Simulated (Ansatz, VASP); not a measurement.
## BaTiO3 (Barioperovskite) in VASP and in Ansatz

```
Ba Ti O
1.0
     3.98550    0.00000    0.00000
     0.00000    2.83690    2.84515
     0.00000   -2.83690    2.84515
Ba Ti O
1 1 3
Cartesian
  0.0000 0.0000 0.0000
  1.9928 0.0000 2.9157
  1.9928 1.3804 4.2594
  1.9928 -1.3804 4.2594
  0.0000 0.0000 2.7735
```

Alike in both runs: functional PBEsol; k mesh 7 × 7 × 7; occupations fermi-dirac, width 0.05 eV; no spin polarisation.

|  | VASP | Ansatz |
| --- | --- | --- |
| version | VASP 6.6.1 | Ansatz 0.2.0 |
| potentials or method | VASP PAW PBE potentials, release 64 (Ba_sv, Ti_sv, O) | Ansatz PAW |
| plane-wave cutoff (eV) | 520 | 420 |
| valence electrons in the cell | 40 | 40 |
| task | single point | band structure |

```tsv
	VASP	Ansatz	Ansatz less VASP
gap on the k mesh at the Fermi level (eV)	1.88	1.94	+0.065
least direct gap on the mesh (eV)	2.01	2.03	+0.024
pressure (GPa)	-2.1	-3.9	-1.81
largest component of the traceless stress (GPa)	0.37	0.37	+0.006
rms of the force components (eV/Å)	0.131	0.135	+0.0044
```

Atom by atom the forces differ by 0.012 eV/Å (rms over components).

Caveats: spin-orbit coupling is left out, which moves the levels of the heavy elements; the PAW data sets were made with another functional, which shifts forces and pressure a little (VASP); an odd mesh through Γ misses points on the zone boundary, where band edges often lie (VASP); the k mesh misses the band edges, so the gap on the mesh is wider than the one along the path (Ansatz); the pressure holds a Pulay correction of +0.6 GPa for the finite cutoff (Ansatz); the PAW data sets come from PBE, with cores solved anew for the run's functional, which leaves a small shift of forces and pressure (Ansatz). Expect the measured gap to be larger: semilocal functionals such as PBEsol lack the derivative discontinuity.
